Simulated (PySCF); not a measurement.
Spectra and structures to be paired. Computed with TDDFT CAM-B3LYP/def2-SVPD, vertical, gas phase, core orbitals frozen in the response in PySCF. Geometries: GFN2-xTB; one conformer of each isolated species. Triplets are in the Tamm–Dancoff approximation. Ions are computed without counter-ions or solvent.

A. `N[PH2+]N1C=CC=C1`
B. `FC(F)F`
C. `c1nc(C#C)nnc1SC`
D. `C=CC[P@](=C)(C)P`

Lowest singlet levels (six at most, fewer where fewer were computed) with oscillator strengths:

1. 270 nm (f 0.205); 257 nm (f 0.193); 251 nm (f 0.022); 236 nm (f 0.004); 232 nm (f 0.006); 206 nm (f 0.000); T1 3.19 eV
2. 238 nm (f 0.011); 219 nm (f 0.008); 204 nm (f 0.062); 194 nm (f 0.163); 185 nm (f 0.024); 184 nm (f 0.003); T1 3.75 eV
3. 375 nm (f 0.004); 327 nm (f 0.000); 292 nm (f 0.052); 262 nm (f 0.568); 234 nm (f 0.000); 223 nm (f 0.000); T1 2.61 eV
4. 113 nm (f 0.023); 107 nm (f 0.000); 103 nm (f 0.000 summed over 2 states); 100 nm (f 0.254); 99 nm (f 0.268 summed over 2 states) [of 8 roots; the last level is left out, as the window may have cut its degenerate partner]; T1 10.39 eV

Problem. Match each spectrum to its molecule.

Solution. 1 = D, 2 = A, 3 = C, 4 = B.
- A: S1 at 5.20 eV, HOMO→LUMO (96%); Löwdin shares by element: HOMO carbon 84% (atoms not listed hold the other 16%); LUMO phosphorus 32%, hydrogen 21% or more, nitrogen 13% or more (atoms not listed hold the other 34%); HOMO -12.13 and LUMO -4.15 eV.
- B: S1 at 10.99 eV, HOMO→LUMO (96%); Löwdin shares by element: HOMO fluorine 62%, carbon 20% (atoms not listed hold the other 18%); LUMO carbon 51%, hydrogen 22%, fluorine 18% or more; HOMO -13.08 and LUMO 1.31 eV; point group C3v, 3 of its 7 listed states under f = 0.0005.
- C: S1 at 3.31 eV, HOMO-1→LUMO (88%), HOMO-1→LUMO+1 (10%); Löwdin shares by element: HOMO sulfur 42%, carbon 16% or more, nitrogen 7% or more (atoms not listed hold the other 35%); LUMO nitrogen 47% or more, carbon 28% or more (atoms not listed hold the other 25%); HOMO -8.11 and LUMO -1.07 eV; point group Cs, 3 of its 6 listed states under f = 0.0005.
- D: S1 at 4.60 eV, HOMO→LUMO (86%), HOMO→LUMO+1 (10%); Löwdin shares by element: HOMO carbon 49% or more, phosphorus 32%, hydrogen 6% or more; LUMO phosphorus 58%, carbon 12% or more, hydrogen 6% or more (atoms not listed hold the other 25%); HOMO -6.41 and LUMO 0.71 eV.
